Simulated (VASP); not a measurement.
# C: self-consistent run

C, Fd-3m (no. 227), 2 atoms in the cell. SCAN; PAW potentials C (PBE set).

## Input

INCAR:
```
SYSTEM = C
PREC = Accurate ; ENCUT = 520
EDIFF = 1E-7 ; ISMEAR = 0
SIGMA = 0.02 ; LREAL = .False.
LASPH = .True. ; ALGO = Normal
NELM = 100 ; ISIF = 2
LWAVE = .False. ; LCHARG = .False.
METAGGA = SCAN ; LMIXTAU = .True.
GGA_COMPAT = .False.
```

KPOINTS:
```
k-points
0
Gamma
  11 11 11
```

POSCAR:
```
C
1.0
    0.0000000000      1.7833700000      1.7833700000
    1.7833700000      0.0000000000      1.7833700000
    1.7833700000      1.7833700000      0.0000000000
C
2
Direct
    0.7500000000      0.7500000000      0.7500000000
    0.5000000000      0.5000000000      0.5000000000
```

Commands:
```
cat potpaw_PBE.64/C/POTCAR > POTCAR
mpirun -np 1 vasp_std > vasp.out
```

## Result

- Pressure (GPa): -4.18
- Gap on the mesh (eV): 4.531
- Fermi level (eV): 9.697

Levels at the zone centre (eV from the valence top there):

| 1 | 2 | 3 |
|---|---|---|
| 0.000 | 0.000 | 6.131 |

VASP 6.6.1 took 20 s on 1 core (Intel Xeon Platinum 8559C (Emerald Rapids)), a shared host.
